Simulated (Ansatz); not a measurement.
Input and command of a calculation in Ansatz (plane waves; scalar-relativistic PAW potentials unless the input names others):

```yaml
crystal:
  lattice:
    - [2.8519024094, 0.0, 0.0]
    - [0.0, 2.8519024094, 0.0]
    - [0.0, 0.0, 2.8519024094]
  atoms:
    - { symbol: Al, position: [0.0, 0.0, 0.0] }
    - { symbol: Co, position: [0.5101221954, 0.5101221954, 0.5101221954] }
basis:
  ecutwfc: 420
  xc_grid: 2
kpoints:
  mp_grid: { grid: [22, 22, 22] }
hamiltonian:
  xc: pbe
  dispersion: d3bj
scf:
  occupations: { method: gaussian, width: 0.15 }
  initial_density: { chi_scale: 0.0 }
output:
  forces: true
  eigenvalues: true
  stress: true
```

```bash
ansatz run input.yaml --threads 1 --pin off --max-ram 2560MiB --backend cpu --events-out ev --progress --plain --runs-dir out
```

Abridged log:
```
Basis set: ecut = 420 eV, 461 PW (Γ), exchange–correlation on 40×40×40 points (8 copies of the dense FFT grid, shifted against one another)
Bands: 14, of which v1, the nominal top of the filled ones, is band 10 counted from 1 (9 counted from 0)
Symmetry: 6 space group operations
k-points: 1024 of 10648 (time reversal used)
SCF iter   1: F=—  HF=-5666.074499 eV  |F-HF|=—  |Δ(HF+E_count)|=         —  Δρ=8.53e-2  dr2=1.77e0  ethr=3.10e-3  ⟨swp⟩=4.0  Hψ=65547  notcnv=0
SCF iter   2: F=—  HF=-5665.944459 eV  |F-HF|=—  |Δ(HF+E_count)|=   1.30e-1  Δρ=7.08e-2  dr2=1.23e0  ethr=3.10e-3  ⟨swp⟩=2.0  Hψ=26076  notcnv=0  defer=32
SCF iter   3: F=—  HF=-5665.704630 eV  |F-HF|=—  |Δ(HF+E_count)|=   2.40e-1  Δρ=1.27e-2  dr2=3.61e-2  ethr=3.10e-3  ⟨swp⟩=2.2  Hψ=21309  notcnv=0  defer=32
SCF iter   4: F=—  HF=-5665.700634 eV  |F-HF|=—  |Δ(HF+E_count)|=   4.00e-3  Δρ=1.60e-3  dr2=2.77e-4  ethr=1.81e-4  ⟨swp⟩=1.1  Hψ=22016  notcnv=0  defer=24
SCF iter   5: F=—  HF=-5665.700757 eV  |F-HF|=—  |Δ(HF+E_count)|=   1.24e-4  Δρ=5.25e-4  dr2=4.73e-5  ethr=1.39e-6  ⟨swp⟩=2.1  Hψ=20438  notcnv=0  defer=24
SCF iter   6: F=—  HF=-5665.700819 eV  |F-HF|=—  |Δ(HF+E_count)|=   6.13e-5  Δρ=6.29e-5  dr2=4.86e-7  ethr=2.37e-7  ⟨swp⟩=2.2  Hψ=19621  notcnv=0  defer=24
SCF iter   7: F=-5665.700819 eV  HF=-5665.700819 eV  |F-HF|=1.45e-9  |Δ(HF+E_count)|=   6.02e-8  Δρ=5.50e-6  dr2=2.39e-9  ethr=5.00e-10  ⟨swp⟩=5.4  Hψ=65927  notcnv=0
SCF 1 converged in 7 iterations: F = -5665.700819 eV  dr2 = 2.39e-9
SCF converged after 7 iterations
Free energy (F): -5665.700819 eV
Harris-Foulkes:  -5665.700819 eV  (|F-HF|=1.45e-9)
Internal energy: -5665.691534 eV  (E = F + TS)
E sigma→0 (E₀):  -5665.696176 eV
Entropy (-TS):   -0.009285 eV (-4.642 meV/atom)
Fermi energy:    14.443505 eV
  E_disp       = -0.867087  (pairwise vdW)
--- Forces (eV/Å), atoms counted from 1 ---
  atom   1  Al     0.20998845     0.20998845     0.20998845
  atom   2  Co    -0.20997427    -0.20997427    -0.20997427
--- Stress (GPa, compression-positive) ---
       -6.010961       0.141288       0.141288
        0.141288      -6.010961       0.141288
        0.141288       0.141288      -6.010961
  P = ⅓ Tr σ = -6.0110 GPa (-60.110 kbar)
```

Apart from outputs and empty bands, the input differs from a reference run on usual settings in scf.initial_density.chi_scale: not typed → 0.0; hamiltonian.dispersion: not typed → "d3bj"; basis.xc_grid: not typed → 2. The reference, at the same geometry (not necessarily relaxed), gave pressure 0.22 GPa, largest force 0.364 eV/Å, no gap on the mesh. This run converged in 7 SCF iterations (reference: 6) with an energy at zero smearing 434 meV/atom below the reference's (the Hamiltonian itself differs), pressure -6.01 GPa, largest force 0.364 eV/Å, no gap on the mesh.

Time: 43 s on 1 thread of Arm Neoverse V1 (shared host), peak memory 0.64 GiB.